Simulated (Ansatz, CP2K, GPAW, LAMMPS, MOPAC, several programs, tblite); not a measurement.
# GaN: cheap methods against density-functional theory

Aim: run GaN through methods of unlike cost and see what each gets, and at what price.

Program: LAMMPS, MOPAC, tblite, CP2K, GPAW, Ansatz (versions at each run). Level of theory: no spin polarisation, static lattice; gaps from single points on the cell relaxed beforehand with r²SCAN. These are calculated values, not measurements.

### Step 1. The starting structure

The structure is cubic, space group Fm-3m (No. 225). The conventional cell has a = 4.217 Å, b = 4.217 Å, c = 4.217 Å, α = 90.00°, β = 90.00°, γ = 90.00°. Ga (site symmetry m-3m) is surrounded by 6 N at 2.11 Å. N (site symmetry m-3m) has 6 Ga at 2.11 Å as nearest neighbours.

Coordinates:

```cif
data_structure
_symmetry_space_group_name_H-M 'P 1'
_symmetry_Int_Tables_number 1
_cell_length_a 2.9819
_cell_length_b 2.9819
_cell_length_c 2.9819
_cell_angle_alpha 60.000
_cell_angle_beta 60.000
_cell_angle_gamma 60.000
_cell_volume 18.75
loop_
_atom_site_label
_atom_site_type_symbol
_atom_site_fract_x
_atom_site_fract_y
_atom_site_fract_z
_atom_site_occupancy
Ga1 Ga 0.50000 0.50000 0.50000 1
N1 N 0.00000 0.00000 0.00000 1
```

**Question.** The methods are GaN.sw, GaN.tersoff, PM6, PM7, GFN2-xTB (tblite), PBE/DZVP, PBE/single-zeta, PBE/SZV, coarse PBE, GLLB-SC, PBE, r2SCAN. What gap does r2SCAN give on this cell, and which other methods (full PBE left aside) come nearest to r2SCAN and farthest in gap, volume and bulk modulus?

| quantity | value |
| --- | --- |
| r2SCAN | gap 1.16 eV, 9.37 Å³/atom, B₀ 244 GPa |
| gap: nearest and farthest of the other methods | GLLB-SC (+0.51 eV), PBE/SZV (-1.16 eV) |
| volume: nearest and farthest of the other methods | GFN2-xTB (tblite), PBE/DZVP (about 5.0 % off); PBE/SZV (+10.5 %) |
| bulk modulus: nearest and farthest of the other methods | GaN.tersoff, PBE/DZVP (about 16 % off); PBE/SZV (-36 %) |

Among the 7 methods compared for the gap (full PBE left aside), GLLB-SC is nearest to r2SCAN and PBE/SZV farthest. For the volume (full PBE left aside), GFN2-xTB (tblite), PBE/DZVP tie for nearest to r2SCAN; PBE/SZV is farthest. For the bulk modulus (full PBE left aside), GaN.tersoff, PBE/DZVP tie for nearest to r2SCAN; PBE/SZV is farthest. Classical potentials are fitted to lattice constants of common crystals, so a close volume there is built in, not predicted. A minimal basis or a coarse cutoff and mesh shifts results by its own error, so closeness to r2SCAN can be chance. Cluster runs see only the k-points that fold onto the zone centre, so their gaps can miss the band edges. GLLB-SC is compared with its derivative discontinuity added. PM6 ended in an unphysical state and is left out of the comparison. No volume is given for GaN.sw, PM7, PBE/single-zeta, coarse PBE, which can hide a larger miss. Overlaps count as a gap of zero in the misses; they are PBE/SZV -0.30 eV. CPU times run from 0.11 s (GaN.sw) to 50 s (PBE/DZVP). On this cell GFN2-xTB (tblite), PBE/DZVP, PBE/single-zeta, PBE/SZV, GLLB-SC cost more than r2SCAN itself (3 s), so they are no saving here. PBE/SZV disagrees with r2SCAN even on whether there is a gap. r2SCAN is a yardstick, not the truth: it usually gives gaps below the measured ones.
